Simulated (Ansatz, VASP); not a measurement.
One calculation of SiO2, two programs

```
CELL_PARAMETERS angstrom
4.18541 0.00000 0.00000
0.00000 4.18541 0.00000
0.00000 0.00000 2.66874
ATOMIC_POSITIONS crystal
Si 0.50000 0.50000 0.50000
Si 0.00000 0.00000 0.00000
O 0.69389 0.69389 0.00000
O 0.19389 0.80611 0.50000
O 0.30611 0.30611 0.00000
O 0.80611 0.19389 0.50000
```

The cell comes from a database or a generator and needn't be the stable form of this composition.

Alike in both runs: task single point; functional r2SCAN; k mesh 6 × 6 × 8; occupations gaussian, width 0.05 eV; no spin polarisation.

```csv
,VASP,Ansatz
version,VASP 6.6.1,Ansatz 0.2.0
potentials or method,"VASP PAW PBE potentials, release 64 (Si, O)","scalar-relativistic, plane waves, PAW"
plane-wave cutoff (eV),520,500
valence electrons in the cell,32,32
```

```tsv
	VASP	Ansatz	Ansatz less VASP
gap on the k mesh at the Fermi level (eV)	6.51	6.51	+0.003
least direct gap on the mesh (eV)	6.51	6.51	+0.003
pressure (GPa)	0.4	0.0	-0.41
largest component of the traceless stress (GPa)	0.62	0.02	-0.600
rms of the force components (eV/Å)	0.011	0.001	-0.0101
```

Atom by atom the forces differ by 0.010 eV/Å (rms over components).

Caveats: the PAW data sets were made with another functional, which shifts forces and pressure a little (VASP). r2SCAN opens gaps a little over a GGA but as a rule still falls short of measured ones. A k mesh can miss the band edges.
